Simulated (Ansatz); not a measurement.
AgCl: two-dimensional strain map

Theory: DFT PBEsol, scalar-relativistic, plane waves, PAW in Ansatz. The runs took a 420 eV cutoff, a Γ-centred 8×8×8 mesh and Gaussian smearing (0.05 eV). No spin polarisation. Energies are free energies at this smearing, counted from the undisturbed cell; pressure is positive in compression.

The starting cell (as given, not relaxed at this level; it stands at -2.6 GPa):

```
Ag Cl
1.0
     0.00000    2.77315    2.77315
     2.77315    0.00000    2.77315
     2.77315    2.77315    0.00000
Ag Cl
1 1
Direct
  0.50000 0.50000 0.50000
  0.00000 0.00000 0.00000
```

The cell is strained by p along both x and y and by q along z, fractional coordinates fixed. Points are written (p, q).

Energy above the undisturbed cell in meV/atom (a dash: not computed):

| p \ q | -0.030 | -0.015 | 0.000 | 0.015 | 0.030 |
| --- | --- | --- | --- | --- | --- |
| -0.030 | -4.5 | -7.6 | ? | -7.1 | -4.3 |
| -0.015 | -9.3 | -9.5 | -7.6 | -4.0 | 1.0 |
| 0.000 | ? | -4.4 | 0.0 | 6.0 | ? |
| 0.015 | 1.1 | 6.2 | 13.1 | ? | 30.6 |
| 0.030 | 13.5 | 21.2 | 30.4 | 40.9 | 52.3 |

**Question.** Fill in the withheld energies.

**Answer.** (-0.030, 0.000): -8.3; (0.000, -0.030): -6.9; (0.000, 0.030): 13.1; (0.015, 0.015): 21.3.